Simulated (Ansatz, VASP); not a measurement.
## Two plane-wave programs on InH3

```
In H
1.0
     2.98230    0.00000    0.00000
    -1.49115    2.58274    0.00000
     0.00000    0.00000    4.99828
In H
1 3
Direct
  0.00000 0.00000 0.50000
  0.50000 0.00000 0.00000
  0.00000 0.50000 0.00000
  0.50000 0.50000 0.00000
```

Alike in both runs: functional PBE; k mesh 18 × 18 × 10; occupations gaussian, width 0.1 eV; no spin polarisation.

Ansatz relaxed the structure, and its values are those at the end. VASP's run is a single point on that final structure, the one shown.

|  | VASP | Ansatz |
| --- | --- | --- |
| version | VASP 6.6.1 | Ansatz 0.2.0 |
| potentials or method | VASP PAW PBE potentials, release 64 (In_d, H) | scalar-relativistic, plane waves, PAW |
| plane-wave cutoff (eV) | 520 | 420 |
| valence electrons in the cell | 16 | 16 |

Ansatz gave:

```
gap on the k mesh at the Fermi level (eV) : none
pressure (GPa)                            : 0.0
```

Problem. Estimate VASP's values.

Solution. gap on the k mesh at the Fermi level (eV): none; pressure (GPa): -0.1.

A gap of «none» marks a metal or a gap that the smearing closes.
